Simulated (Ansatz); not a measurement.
**Tl: pressure against volume**

Tl, P6_3/mmc, a = 3.535 Å, c = 5.473 Å. Ansatz: PBE+D3(BJ), PAW, 420 eV, Γ-centred 15×15×8 mesh on 2 atoms, Gaussian smearing 0.10 eV; no spin polarisation. Shape and atoms are relaxed at each volume; pressure is positive in compression.

| V (Å³/atom) | P (GPa) |
| --- | --- |
| 26.056 | ? |
| 26.944 | 3.88 |
| 27.833 | 2.33 |
| 28.721 | 1.08 |
| 29.609 | 0.01 |
| 30.498 | -0.88 |
| 31.386 | -1.61 |
| 32.570 | -2.39 |

Problem. Take V0 = 29.609 Å³/atom, count pressures from its P0 = 0.01 GPa, fit the third-order Birch–Murnaghan form to the other rows, and predict the missing pressure.

Solution. With the Eulerian strain f = ½[(V0/V)^(2/3) − 1] and y = (P − P0)/[3f(1 + 2f)^(5/2)], the form is the line y = B0 + 1.5 B0 (B0′ − 4) f. Rows (f, y): 0.03245, 34.0; 0.02105, 33.1; 0.01025, 33.1; -0.00976, 31.9; -0.01906, 31.2; -0.03078, 30.5. Means f = 0.0006917, y = 32.300; Σ(Δf)² = 0.003004, ΣΔfΔy = 0.1605; the slope is their ratio. y = 32.26 + 53.42 f GPa, so B0 = 32.3 GPa and B0′ = 4 + 2 × (53.42)/(3 × 32.26) = 5.10. At V = 26.056, f = 0.04448, y = 34.64 and P = 5.73 GPa. The run gave 5.77 GPa, so the fit is 0.04 GPa too low, a small miss on the scale of the series.

Spin–orbit coupling is left out, which can shift energies with elements as heavy as these.